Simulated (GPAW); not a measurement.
## C: equation of state with BLYP+D3

**The experiment to reproduce.**

From “Equation of state of cubic boron nitride at high pressures and temperatures”, 2007, arxiv:cond-mat/0702656, for a bulk crystal of C: bulk modulus 444.8 ± 0.8 GPa.

Crystal: C.

```
C
1.0
     2.52207    0.00000    0.00000
     1.26103    2.18417    0.00000
     1.26103    0.72806    2.05926
C
2
Direct
  0.75000 0.75000 0.75000
  0.50000 0.50000 0.50000
```

This isn't the form of C at room conditions, which is graphite.

```json
{
  "Program": "GPAW 26.7.0",
  "Task": "equation of state",
  "Functional": "BLYP",
  "Dispersion": "D3",
  "Potentials or basis": "PAW data sets generated in the run's folder for this functional",
  "Cutoff": "800 eV",
  "Basis": "pw",
  "k mesh": "10 × 10 × 10",
  "Occupations": "fermi-dirac, width 0.05 eV",
  "Spin": "no spin polarisation"
}
```

| Quantity | Value |
| --- | --- |
| Equilibrium volume | 5.76 Å³/atom |
| Bulk modulus | 408 GPa |
| Pressure derivative of the bulk modulus | 3.8 |

Energy against volume, from the lowest point:
| volume (Å³/atom) | energy (meV/atom) |
| --- | --- |
| 5.332 | 45.99 |
| 5.445 | 24.02 |
| 5.558 | 9.51 |
| 5.672 | 1.70 |
| 5.785 | 0.00 |
| 5.899 | 3.94 |
| 6.012 | 12.89 |

It took 51 s on 1 thread of Arm Neoverse V1 (shared host), peak memory 0.18 GiB.

Against the measured bulk modulus of C, 444.8 GPa (quoted in “Equation of state of cubic boron nitride at high pressures and temperatures”, 2007, arxiv:cond-mat/0702656), the calculated 408 GPa is off by -8.4 %. 3 values of this kind are on record (442 to 444.8 GPa); this one was drawn at random among those near their median, those with a stated uncertainty first. The fit is for a static lattice scaled at fixed shape and fixed fractional positions. The cell as given is a measured one (5.67 Å³/atom); BLYP+D3 puts the equilibrium volume +1.6 % from it, thermal expansion not counted.
